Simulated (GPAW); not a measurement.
# PbS (Galena) (Fm-3m) in GPAW: further runs

One crystal, PbS (Galena), is run at these levels: PBEsol; tasks: band structure.

Everything below comes from runs of GPAW 26.7.0. Logs are shortened: lines on timing, memory, paths and dates and some standing lists are left out, and cuts for length are marked. The log counts tension as positive stress, the text compression.

### Step 1. The structure

The structure is cubic, space group Fm-3m (No. 225). Conventional cell: a = 5.694 Å, b = 5.694 Å, c = 5.694 Å, α = 90.00°, β = 90.00°, γ = 90.00°. Pb (site symmetry m-3m) is surrounded by 6 S at 2.85 Å. S (site symmetry m-3m) is surrounded by 6 Pb at 2.85 Å.

### Step 2. Band structure, PBEsol, 23.08 Å³/atom

The input, run.py:

```python
from ase import Atoms
from ase.dft.bandgap import bandgap
from ase.io import write
from ase.units import GPa
from gpaw import GPAW, PW, setup_paths

setup_paths.insert(0, '.')

atoms = Atoms(['Pb', 'S'],
              cell=[[0.0, 2.84712, 2.84712],
                    [2.84712, 0.0, 2.84712],
                    [2.84712, 2.84712, 0.0]],
              scaled_positions=[[0.0, 0.0, 0.0],
                                [0.5, 0.5, 0.5]],
              pbc=True)

calc = GPAW(mode=PW(600),
            xc='PBEsol',
            kpts={'size': (8, 8, 8), 'gamma': True},
            occupations={'name': 'fermi-dirac', 'width': 0.05},
            nbands=19,
            convergence={'density': 1e-05, 'energy': 1e-05},
            maxiter=150,
            txt='gpaw.txt')
atoms.calc = calc
energy = atoms.get_potential_energy()
forces = atoms.get_forces()
stress = atoms.get_stress()
calc.write('gs.gpw')
write('result.traj', atoms)
print(f'Energy: {energy:.6f} eV')
print('Forces (eV/A):')
print(forces.round(4))
print('Stress (GPa):', (stress / GPa).round(3))
print('Fermi level:', round(calc.get_fermi_level(), 4), 'eV')
print(f'Gap: {bandgap(calc)[0]:.4f} eV, direct: {bandgap(calc, direct=True)[0]:.4f} eV')

path = atoms.cell.bandpath('GXWKGLUWLK,UX', npoints=60, eps=1e-4)
bs_calc = calc.fixed_density(kpts=path, symmetry='off', nbands=30,
                             convergence={'bands': 'CBM+6.0', 'eigenstates': 1e-6}, txt='bands.txt')
bs = bs_calc.band_structure()
bs.write('bs.json')
print(f'Gap on the path: {bandgap(bs_calc)[0]:.4f} eV')
```

Potentials or basis: PAW data sets generated in the run's folder for this functional, pw.

Launch:

```sh
gpaw-setup -f PBEsol Pb S
OMP_NUM_THREADS=1 python run.py
```

gpaw.txt:

```text
__  _  _
 | _ |_)|_||  |
 |__||  | ||/\| - 26.7.0

Input parameters:
  mode=PW(ecut=600.0),
  convergence={'density': 1e-05, 'energy': 1e-05},
  kpts=MonkhorstPack(size=(8, 8, 8), gamma=True),
  maxiter=150,
  nbands=19,
  occupations=Occupations(name='fermi-dirac', width=0.05),
  xc=XC(name='PBEsol')

Diagonalizing LCAO Hamiltonian
Converting LCAO to pw mode

                S

       Pb

Atoms  # Å, Bohr magnetons
|   | symbol |        x |        y |        z |    initial magnetic moments |
|---|--------|----------|----------|----------|-----------------------------|
| 0 |     Pb | 0.000000 | 0.000000 | 0.000000 | ( 0.0000,  0.0000,  0.0000) |
| 1 |      S | 2.847120 | 2.847120 | 2.847120 | ( 0.0000,  0.0000,  0.0000) |

Unit cell  # Å
| periodic |        x |        y |        z |  lengths |    angles |
|----------|----------|----------|----------|----------|-----------|
|      yes | 0.000000 | 2.847120 | 2.847120 | 4.026436 | 60.000000 |
|      yes | 2.847120 | 0.000000 | 2.847120 | 4.026436 | 60.000000 |
|      yes | 2.847120 | 2.847120 | 0.000000 | 4.026436 | 60.000000 |

Number of symmetries: 48
Symmetry operations  # r_c * U_cc + t_c -> r_c
|    | kind |            matrix            |
|----|------|------------------------------|
|  0 |  σ   |  1, 0, 0,  1, 0,-1,  1,-1, 0 |
|  1 |  C2  |  1, 0, 0,  1,-1, 0,  1, 0,-1 |
|  2 |  E   |  1, 0, 0,  0, 1, 0,  0, 0, 1 |
|  3 |  σ   |  1, 0, 0,  0, 0, 1,  0, 1, 0 |
|  4 |  C4  |  1, 0,-1,  1, 0, 0,  1,-1, 0 |
|  5 |  S6  |  1, 0,-1,  1,-1, 0,  1, 0, 0 |
|  6 |  σ   |  1, 0,-1,  0, 1,-1,  0, 0,-1 |
|  7 |  C3  |  1, 0,-1,  0, 0,-1,  0, 1,-1 |
|  8 |  S6  |  1,-1, 0,  1, 0, 0,  1, 0,-1 |
|  9 |  C4  |  1,-1, 0,  1, 0,-1,  1, 0, 0 |
| 10 |  C3  |  1,-1, 0,  0,-1, 1,  0,-1, 0 |
| 11 |  σ   |  1,-1, 0,  0,-1, 0,  0,-1, 1 |
| 12 |  σ   |  0, 1, 0,  1, 0, 0,  0, 0, 1 |
| 13 |  C4  |  0, 1, 0,  0, 1,-1, -1, 1, 0 |
| 14 |  C3  |  0, 1, 0,  0, 0, 1,  1, 0, 0 |
| 15 |  S6  |  0, 1, 0, -1, 1, 0,  0, 1,-1 |
| 16 |  C2  |  0, 1,-1,  1, 0,-1,  0, 0,-1 |
| 17 |  σ   |  0, 1,-1,  0, 1, 0, -1, 1, 0 |
| 18 |  S4  |  0, 1,-1,  0, 0,-1,  1, 0,-1 |
| 19 |  C4  |  0, 1,-1, -1, 1, 0,  0, 1, 0 |
| 20 |  C3  |  0, 0, 1,  1, 0, 0,  0, 1, 0 |
| 21 |  σ   |  0, 0, 1,  0, 1, 0,  1, 0, 0 |
| 22 |  S6  |  0, 0, 1,  0,-1, 1, -1, 0, 1 |
| 23 |  C4  |  0, 0, 1, -1, 0, 1,  0,-1, 1 |
| 24 |  S4  |  0, 0,-1,  1, 0,-1,  0, 1,-1 |
| 25 |  C3  |  0, 0,-1,  0, 1,-1,  1, 0,-1 |
| 26 |  C2  |  0, 0,-1,  0,-1, 0, -1, 0, 0 |
| 27 |  S6  |  0, 0,-1, -1, 0, 0,  0,-1, 0 |
| 28 |  S4  |  0,-1, 1,  1,-1, 0,  0,-1, 0 |
| 29 |  C4  |  0,-1, 1,  0, 0, 1, -1, 0, 1 |
| 30 |  C2  |  0,-1, 1,  0,-1, 0,  1,-1, 0 |
| 31 |  σ   |  0,-1, 1, -1, 0, 1,  0, 0, 1 |
| 32 |  C3  |  0,-1, 0,  1,-1, 0,  0,-1, 1 |
| 33 |  S6  |  0,-1, 0,  0, 0,-1, -1, 0, 0 |
| 34 |  S4  |  0,-1, 0,  0,-1, 1,  1,-1, 0 |
| 35 |  C2  |  0,-1, 0, -1, 0, 0,  0, 0,-1 |
| 36 |  C2  | -1, 1, 0,  0, 1, 0,  0, 1,-1 |
| 37 |  S6  | -1, 1, 0,  0, 1,-1,  0, 1, 0 |
| 38 |  S4  | -1, 1, 0, -1, 0, 1, -1, 0, 0 |
| 39 |  C3  | -1, 1, 0, -1, 0, 0, -1, 0, 1 |
| 40 |  S6  | -1, 0, 1,  0, 0, 1,  0,-1, 1 |
| 41 |  C2  | -1, 0, 1,  0,-1, 1,  0, 0, 1 |
| 42 |  C3  | -1, 0, 1, -1, 1, 0, -1, 0, 0 |
| 43 |  S4  | -1, 0, 1, -1, 0, 0, -1, 1, 0 |
| 44 |  C2  | -1, 0, 0,  0, 0,-1,  0,-1, 0 |
| 45 |  i   | -1, 0, 0,  0,-1, 0,  0, 0,-1 |
| 46 |  σ   | -1, 0, 0, -1, 1, 0, -1, 0, 1 |
| 47 |  C2  | -1, 0, 0, -1, 0, 1, -1, 1, 0 |

BZ-sampling:
  Number of BZ points: 512
  Number of IBZ points: 29

  Monkhorst-Pack size: [8, 8, 8]
  Monkhorst-Pack shift: [0.0625, 0.0625, 0.0625]

K-points  # in reciprocal-cell coordinates
|     |                                coordinates |     weight |
|-----|--------------------------------------------|------------|
|   0 | (  0.00000000,   0.00000000,   0.00000000) | 0.00195312 |
|   1 | (  0.12500000,   0.12500000,   0.00000000) | 0.01171875 |
|   2 | (  0.12500000,   0.12500000,   0.12500000) | 0.01562500 |
|   3 | (  0.25000000,   0.12500000,   0.12500000) | 0.02343750 |
|   4 | (  0.25000000,   0.25000000,   0.00000000) | 0.01171875 |
|   5 | (  0.25000000,   0.25000000,   0.12500000) | 0.04687500 |
|   6 | (  0.25000000,   0.25000000,   0.25000000) | 0.01562500 |
|   7 | (  0.37500000,   0.25000000,  -0.37500000) | 0.04687500 |
|   8 | (  0.37500000,   0.25000000,   0.12500000) | 0.04687500 |
|   9 | (  0.37500000,   0.25000000,   0.25000000) | 0.04687500 |
| ... |                                            |            |
|  28 | (  0.50000000,   0.50000000,   0.50000000) | 0.00781250 |

Plane wave coefficients: 1572
Cutoff: 600.0 eV

Spin-components: 1 (collinear spins)
Bands:           19
Projectors:      11
Spin-degeneracy: 2
Datatype:        complex128

Parallelization:
  kpt:    1
  domain: 1
  band:   1

Density:
  Valence electrons: 20.0
  Components: 1
  Grid points: [24 24 24]
  Charge: 0.0  # |e|

Potential:
  Grid points: [24 24 24]

species:
  Pb:
    name:    Lead
    Z:       82.0
    valence: 14
    core:    68
    charge:  0.0  # [|e|]
    compensation charges:
      type: gauss
      rc: 0.38  # [Å]
      lmax: 2
    cutoffs:
      filter: 2.36  # [Å]
      core: 2.43  # [Å]
    projectors
    | kind |    occ | energy [eV] | rcut [Å] |
    |------|--------|-------------|----------|
    |   6s |  2.000 |     -12.024 |    1.259 |
    |   6p |  2.000 |      -3.525 |    1.275 |
    |   5d | 10.000 |     -21.194 |    1.217 |
    |    s |        |      15.187 |    1.259 |
    |    p |        |      23.686 |    1.275 |
    |    d |        |       6.017 |    1.217 |

    Using partial waves for Pb as LCAO basis

  S:
    name:    Sulfur
    Z:       16.0
    valence: 6
    core:    10
    charge:  0.0  # [|e|]
    compensation charges:
      type: gauss
      rc: 0.24  # [Å]
      lmax: 2
    cutoffs:
      filter: 1.77  # [Å]
      core: 1.66  # [Å]
    projectors
    | kind |    occ | energy [eV] | rcut [Å] |
    |------|--------|-------------|----------|
    |   3s |  2.000 |     -17.192 |    0.974 |
    |   3p |  4.000 |      -6.978 |    0.979 |
    |    s |        |      10.020 |    0.974 |
    |    p |        |      20.234 |    0.979 |
    |    d |        |       0.000 |    0.900 |

    Using partial waves for S as LCAO basis

Reference energy: -577963.193590  # eV

eigensolver:
  PPCG
  Converge bands: occupied
  niter=2

density mixing:
  MSR1-Mixer
  Pratt-step length: 0.05
  Maximum mixing coefficient: 0.75
  Old densities: 10
  SVD Regularization: 0.005
  Good broyden scale: 1.0
  Trust region scale: 1.0
  Backstep threshold: 4.0
  History deletion threshold: 6.0
  Fourier metric: weight=20.0, sigma=0.015

occupation numbers:
  Fermi-Dirac:
    width: 0.0500  # eV

poisson solver:
  ecut: 4800.0  # eV

xc functional:
  name: PBEsol with 2 nearest neighbor stencil

convergence criteria:
[... 6 lines left out ...]
|iter     | |      energy | eigst |  dens |
|---------|-|-------------|-------|-------|
|iter:   1| |   -9.873206 | -0.03 |       |
|iter:   2| |   -9.803647 | -1.89 | -1.24 |
|iter:   3| |   -9.567104 | -1.84 | -1.29 |
|iter:   4| |   -9.566105 | -3.80 | -1.89 |
|iter:   5| |   -9.566141 | -4.40 | -2.28 |
|iter:   6| |   -9.566153c| -5.84 | -3.35 |
|iter:   7| |   -9.566155c| -6.80 | -3.83 |
|iter:   8| |   -9.566155c| -7.99c| -4.57 |
|iter:   9| |   -9.566155c| -8.19c| -5.29c|

Converged in 9 steps
Energy contributions relative to reference atoms: (reference = -577963.193590)

Energy contributions:
  Kinetic:          24.919265
  Coulomb:         -23.637611
  Zero:              0.016451
  External:          0.000000
  Xc:              -10.864153
  Entropy:          -0.000216
  Spinorbit:         0.000000
  ----------------------------
  Free energy:      -9.566263
  Extrapolated:     -9.566155

dipole moment: (-24.117170, -24.117170, -24.117170)  # |e|*Ang

Fermi level: 7.923
Eigenvalues  # (at kpt = [0.000, 0.000, 0.000])
| band index |      eig [eV] | occ [0-2] |
|------------|---------------|-----------|
|          0 |        -9.148 |     2.000 |
|        ... |               |           |
|          2 |        -9.148 |     2.000 |
|          3 |        -9.146 |     2.000 |
|          4 |        -9.146 |     2.000 |
|          5 |        -6.936 |     2.000 |
|          6 |         2.107 |     2.000 |
|          7 |         5.032 |     2.000 |
[... 9 lines left out ...]
|         17 |        16.788 |     0.000 |
|         18 |        16.788 |     0.000 |

Gap: 0.345 eV
Transition (v -> c):
  (s=0, k=28, n=9, [0.50, 0.50, 0.50]) -> (s=0, k=28, n=10, [0.50, 0.50, 0.50])
No difference between direct/indirect transitions

Forces  # eV/Ang
|        x |       y |       z |
|----------|---------|---------|
| -0.00000 | 0.00000 | 0.00000 |  # Pb   0
|  0.00000 | 0.00000 | 0.00000 |  # S    1

Stress tensor  # eV/Ang^3
|         x |         y |         z |
|-----------|-----------|-----------|
| -0.047049 | -0.000000 | -0.000000 |
| -0.000000 | -0.047049 | -0.000000 |
| -0.000000 | -0.000000 | -0.047049 |

# Writing to gs.gpw (mode='')
```

It took 54 s on 1 thread of Arm Neoverse V1, shared host; peak memory 0.24 GiB.

What came out:

```
Free energy             : -9.5663 eV
Pressure                : 7.5 GPa
Band gap on the k mesh  : 0.34 eV, direct
Band gap along the path : 0.24 eV, indirect (least direct gap 0.29 eV)
```

Caveat: the density grid can change from cell to cell, which puts small steps into energies and stress; spin-orbit coupling is left out, which as a rule narrows the gap of such compounds by several tenths of an eV; the mesh misses the band edges, which the band path finds closer together.

### Step 3. Band structure, PBEsol, 24.55 Å³/atom

run.py: that of step 2 with these lines changed.

```diff
@@ -9,5 +9,5 @@
 atoms = Atoms(['Pb', 'S'],
-              cell=[[0.0, 2.84712, 2.84712],
-                    [2.84712, 0.0, 2.84712],
-                    [2.84712, 2.84712, 0.0]],
+              cell=[[0.0, 2.906435, 2.906435],
+                    [2.906435, 0.0, 2.906435],
+                    [2.906435, 2.906435, 0.0]],
               scaled_positions=[[0.0, 0.0, 0.0],
```

Potentials or basis: PAW data sets generated in the run's folder for this functional, pw.

Launch:

```sh
gpaw-setup -f PBEsol Pb S
OMP_NUM_THREADS=1 python run.py
```

It took 54 s on 1 thread of Arm Neoverse V1, shared host; peak memory 0.25 GiB.

It converged, with:

```
Free energy             : -9.6580 eV
Pressure                : 2.6 GPa
Band gap on the k mesh  : 0.05 eV, direct
Band gap along the path : 0.05 eV, direct
```

Caveat: the density grid can change from cell to cell, which puts small steps into energies and stress; spin-orbit coupling is left out, which as a rule narrows the gap of such compounds by several tenths of an eV.
